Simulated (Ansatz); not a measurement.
# LiNbO3: the cost of one run

Method: DFT PBE, scalar-relativistic, plane waves, PAW, in Ansatz 0.2.0.

**1. Starting point**

The structure is trigonal, space group R3c (No. 161). The conventional cell has a = 5.151 Å, b = 5.151 Å, c = 13.865 Å, α = 90.00°, β = 90.00°, γ = 120.00°. Li (site symmetry 3) has 6 O at 2.07 to 2.24 Å as nearest neighbours. Nb (site symmetry 3) has 6 O at 1.88 to 2.12 Å as nearest neighbours. O (site symmetry 1) has 2 Nb at 1.88 to 2.12 Å and 2 Li at 2.07 to 2.24 Å as nearest neighbours.

As a file:

```
Li Nb O
1.0
     2.57565    1.48705    4.62180
    -2.57565    1.48705    4.62180
     0.00000   -2.97410    4.62180
Li Nb O
2 2 6
Direct
  0.30210 0.30210 0.30210
  0.80210 0.80210 0.80210
  0.01920 0.01920 0.01920
  0.51920 0.51920 0.51920
  0.13110 0.37830 0.74050
  0.74050 0.13110 0.37830
  0.37830 0.74050 0.13110
  0.24050 0.87830 0.63110
  0.87830 0.63110 0.24050
  0.63110 0.24050 0.87830
```

The structure rests on an entry of the Crystallography Open Database; cell or positions may have been set otherwise for this series.

**2. Relaxing cell and atoms: LiNbO3, no spin**

Contents of input.yaml:

```yaml
crystal:
  lattice:
    - [2.5756485575, 1.487051388, 4.6218]
    - [-2.5756485575, 1.487051388, 4.6218]
    - [0.0, -2.974102776, 4.6218]
  atoms:
    - { symbol: Li, position: [0.3021, 0.3021, 0.3021] }
    - { symbol: Li, position: [0.8021, 0.8021, 0.8021] }
    - { symbol: Nb, position: [0.0192, 0.0192, 0.0192] }
    - { symbol: Nb, position: [0.5192, 0.5192, 0.5192] }
    - { symbol: O, position: [0.1311, 0.3783, 0.7405] }
    - { symbol: O, position: [0.7405, 0.1311, 0.3783] }
    - { symbol: O, position: [0.3783, 0.7405, 0.1311] }
    - { symbol: O, position: [0.2405, 0.8783, 0.6311] }
    - { symbol: O, position: [0.8783, 0.6311, 0.2405] }
    - { symbol: O, position: [0.6311, 0.2405, 0.8783] }
scf:
  occupations: { method: fixed }
output:
  forces: true
  stress: true
  eigenvalues: true
hamiltonian:
  xc: pbe
kpoints:
  mp_grid: { grid: [4, 4, 4] }
relax:
  f_tol: 0.002
  cell: { stress_tol: 0.02, sigma_target: [1.0, 1.0, 0.0, 0.0, 0.0, 0.0] }
```

Command:

```sh
> ansatz run input.yaml --threads 8 --pin off --max-ram 20480MiB --backend cpu --events-out ev --progress --plain --runs-dir out
```

**Question.** How long does this run take on 8 threads of Arm Neoverse V1, shared host, and how much memory does it need?

About 9 s, with a peak of 0.54 GiB.
